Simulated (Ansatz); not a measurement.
Tetradymite Sb2Te3, treated with HSE06+SOC (PAW; Ansatz, a first-principles code).

Run with plane-wave cutoff 460 eV, 6×6×6 k mesh, Fermi–Dirac smearing 0.01 eV, PAW data made under PBE.

Cell (measured lattice):

```cif
data_Sb6Te9
_chemical_formula_sum 'Sb6 Te9'
_space_group_name_H-M_alt 'R-3m :H'
_space_group_IT_number 166
_space_group_name_Hall '-R 3 2"'
_cell_length_a 4.25580
_cell_length_b 4.25580
_cell_length_c 30.36290
_cell_angle_alpha 90.000
_cell_angle_beta 90.000
_cell_angle_gamma 120.000
loop_
_atom_site_label
_atom_site_type_symbol
_atom_site_symmetry_multiplicity
_atom_site_Wyckoff_symbol
_atom_site_fract_x
_atom_site_fract_y
_atom_site_fract_z
_atom_site_occupancy
Sb1 Sb 6 c 0.00000 0.00000 0.39831 1
Te1 Te 3 a 0.00000 0.00000 0.00000 1
Te2 Te 6 c 0.00000 0.00000 0.21187 1
```
(The calculation used a cell of 5 atoms; values per cell refer to that cell.)

Task: Estimate the band gap, smallest direct gap on the k points sampled and direct gap at Γ that the calculation returns.

Result: 
- band gap = 0.18 eV
- smallest direct gap on the k points sampled = 0.20 eV
- direct gap at Γ = 0.28 eV

Measured, for comparison: band gap 0.3 eV (temperature not stated, no zero-point or thermal correction, compiled measured gap; kind and temperature not stated, our sources range from 0.17 to 0.30; as tabulated in Kothakonda et al. (2022), arXiv:2208.02841).

Note: cell and atoms aren't relaxed at this level (largest force component 0.21 eV/Å, pressure 0.8 GPa).

Computed values are for the static lattice.
